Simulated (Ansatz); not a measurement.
**Bi: squeezing one contact**

One table from this session's results is given with a row withheld; the runs are named, their logs left out.

The COD entry's cell or inner coordinates are ideal or old and differ from later refinements, so a difference from it is no clean test against experiment.

Program: Ansatz 0.2.0. Level of theory: DFT PBE, with the methods named in each step. These are calculated values, not measurements.

3 further runs of the same task are left out: 3 that didn't finish. Runs told in other sessions of the task aren't counted.

### The system as given

The structure is trigonal, space group R-3m (No. 166). Conventional cell: a = 4.535 Å, b = 4.535 Å, c = 11.814 Å, α = 90.00°, β = 90.00°, γ = 120.00°. Bi (site symmetry 3m) has 6 Bi at 3.06 to 3.52 Å in its first shell of neighbours.

Coordinates:

```cif
data_structure
_symmetry_space_group_name_H-M 'R-3m:H'
_symmetry_Int_Tables_number 166
_cell_length_a 4.5350
_cell_length_b 4.5350
_cell_length_c 11.8140
_cell_angle_alpha 90.000
_cell_angle_beta 90.000
_cell_angle_gamma 120.000
_cell_volume 210.42
loop_
_atom_site_label
_atom_site_type_symbol
_atom_site_symmetry_multiplicity
_atom_site_Wyckoff_symbol
_atom_site_fract_x
_atom_site_fract_y
_atom_site_fract_z
_atom_site_occupancy
Bi1 Bi 6 c 0.33333 0.66667 0.90067 1
```

The file gives the conventional cell by its symmetry; the runs use the cell typed in the input.

Atoms are numbered in the order of the input: Bi1, Bi2.

The first run:

input.yaml reads:

```yaml
crystal:
  lattice:
    - [2.2675, 1.3091417354, 3.938]
    - [-2.2675, 1.3091417354, 3.938]
    - [0.0, -2.6182834708, 3.938]
  atoms:
    - { symbol: Bi, position: [0.234, 0.234, 0.234] }
    - { symbol: Bi, position: [0.766, 0.766, 0.766] }
kpoints:
  mp_grid: { grid: [8, 8, 8] }
scf:
  occupations: { method: fermi_dirac, width: 0.05 }
hamiltonian:
  xc: pbe
  pseudopotentials: { kind: all_electron, lapw: { basis_error: 0.001 } }
output:
  forces: true
  stress: true
  eigenvalues: true
  populations: true
```

Started as:

```bash
$ ansatz run input.yaml --threads 1 --pin off --max-ram 2048MiB --backend cpu --events-out ev --progress --plain --runs-dir out
```

Steps of the session up to this table: The bond as given, LAPW; Shortest bond scaled by 1, crystal datasets; Shortest bond scaled by 1.1, LAPW; Shortest bond scaled by 1.1, norm-conserving; Shortest bond scaled by 0.88, LAPW; Shortest bond scaled by 0.58, norm-conserving.

One of the session's tables, all rows but one given; the rest of the session is left out.

```
              method  length (Å)  force along the bond (eV/Å)  pressure (GPa)  largest force (eV/Å)
                LAPW       2.696                        2.758            6.61                 2.810
                LAPW       3.064                        0.094            2.19                 0.182
                LAPW       3.370                       -0.110            1.63                 0.180
                 PAW       1.777                       77.595          108.29                77.596
                 PAW       1.961                       40.511           63.14                40.514
                 PAW       2.696                            ?               ?                     ?
                 PAW       3.064                        0.094            2.17                 0.181
                 PAW       3.370                       -0.110            1.62                 0.179
PAW (level accurate)       1.777                       78.417          109.36                78.417
    crystal datasets       3.064                        0.095            2.19                 0.182
     norm-conserving       1.777                       78.063          108.88                78.063
     norm-conserving       3.370                       -0.111            1.68                 0.185
```

**Question.** Estimate the row for PAW, 2.696.

The run gave: force along the bond (eV/Å): 2.757; pressure (GPa): 6.60; largest force (eV/Å): 2.809. In the column «force along the bond (eV/Å)» it lies between crystal datasets, 3.064 (0.095) and LAPW, 2.696 (2.758).

Limits of these values: Rows by PAW come from runs of the same series that aren't printed here. Warnings in the runs' records: gradients without spin orbit, crystal datasets made.
